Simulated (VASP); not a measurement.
All values below come from PBEsol GGA, VASP's PBE PAW potentials (set 64) (plane waves; VASP 6.6.1).

VASP input:

**POSCAR**
```
Li2O
1
    0.0000000000     2.2922548072     2.2922548072
    2.2922548072     0.0000000000     2.2922548072
    2.2922548072     2.2922548072     0.0000000000
Li O
2 1
Direct
  0.2500000000   0.2500000000   0.2500000000
  0.7500000000   0.7500000000   0.7500000000
  0.0000000000   0.0000000000   0.0000000000
```

**KPOINTS**
```
Automatic mesh
0
Gamma
10 10 10
0 0 0
```

### INCAR
```
! general
SYSTEM    =  Li2O
PREC      =  Accurate
ENCUT     =  520
LREAL     =  .FALSE.
LASPH     =  .TRUE.

! electronic loop
EDIFF     =  1E-8
NELM      =  100
ALGO      =  Normal

! smearing
ISMEAR    =  0
SIGMA     =  0.01

! functional
GGA       =  PS

! ions
IBRION    =  8
NSW       =  1

! output
LWAVE     =  .FALSE.
LCHARG    =  .FALSE.

! other
LEPSILON  =  .TRUE.
```

POTCAR, in this order: Li_sv O (PBE.64 set). Program: vasp_std.

What VASP printed:

File OUTCAR:
```


 HEAD OF MICROSCOPIC STATIC DIELECTRIC TENSOR (INDEPENDENT PARTICLE, excluding Hartree and local field effects)
 ------------------------------------------------------
           3.043625    -0.000000    -0.000000
          -0.000000     3.043625     0.000000
           0.000000    -0.000000     3.043625
 ------------------------------------------------------

 MACROSCOPIC STATIC DIELECTRIC TENSOR (including local field effects in DFT)
 ------------------------------------------------------
           2.955522     0.000000    -0.000000
           0.000000     2.955522     0.000000
           0.000000    -0.000000     2.955522
 ------------------------------------------------------

 PIEZOELECTRIC TENSOR (including local field effects)  for field in x, y, z        (e  Angst)
          XX          YY          ZZ          XY          YZ          ZX
  --------------------------------------------------------------------------------
  x     0.00000     0.00000     0.00000     0.00000     0.00000     0.00000
  y     0.00000     0.00000     0.00000     0.00000     0.00000     0.00000
  z     0.00000     0.00000     0.00000     0.00000     0.00000     0.00000

 PIEZOELECTRIC TENSOR (including local field effects)  for field in x, y, z        (C/m^2)
          XX          YY          ZZ          XY          YZ          ZX
  --------------------------------------------------------------------------------
  x     0.00000     0.00000     0.00000     0.00000     0.00000     0.00000
  y     0.00000     0.00000     0.00000     0.00000     0.00000     0.00000
  z     0.00000     0.00000     0.00000     0.00000     0.00000     0.00000

 BORN EFFECTIVE CHARGES (including local field effects) (in |e|, cummulative output)
 ---------------------------------------------------------------------------------
 ion    1
    1     0.89607    -0.00000    -0.00000
    2     0.00000     0.89607     0.00000
    3     0.00000    -0.00000     0.89607
 ion    2
    1     0.89607     0.00000     0.00000
    2     0.00000     0.89607    -0.00000
    3     0.00000    -0.00000     0.89607
 ion    3
    1    -1.79213    -0.00000     0.00000
    2     0.00000    -1.79213     0.00000
    3     0.00000     0.00000    -1.79213
```
(Selected blocks of OUTCAR.)

The compound is Li2O in the antifluorite structure. It was relaxed first.
